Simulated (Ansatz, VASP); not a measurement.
# C8O in VASP and in Ansatz

```xyz
9
Lattice="2.4650 0.0000 0.0000 -1.2325 2.1347 0.0000 0.0000 0.0000 29.1076" Properties=species:S:1:pos:R:3 pbc="T T T"
C     0.0000    0.0000    8.5000
C     1.2325    0.7116    8.5000
C     0.0000    0.0000   11.8692
C     0.0000    1.4232   11.8692
C     0.0000    0.0000   15.2378
C     1.2325    0.7116   15.2489
C     0.0000    0.0000   20.9049
C     0.0000    1.4232   20.9049
O     1.2325    0.7116   17.9797
```

Alike in both runs: functional PBE; dispersion D3(BJ); k mesh 12 × 12 × 1; occupations gaussian, width 0.1 eV; no spin polarisation.

Ansatz relaxed the structure, and its values are those at the end. VASP's run is a single point on that final structure, the one shown.

|  | VASP | Ansatz |
| --- | --- | --- |
| version | VASP 6.6.1 | Ansatz 0.2.0 |
| potentials or method | VASP PAW PBE potentials, release 64 (C, O) | scalar-relativistic, plane waves, PAW |
| plane-wave cutoff (eV) | 520 | 420 |
| valence electrons in the cell | 38 | 38 |

|  | VASP | Ansatz | Ansatz less VASP |
| --- | --- | --- | --- |
| gap on the k mesh at the Fermi level (eV) | none | none | - |
| rms of the force components (eV/Å) | 0.006 | 0.006 | +0.0001 |

A gap of «none» marks a metal or a gap that the smearing closes. Ansatz warned: «vacuum_below_fermi».
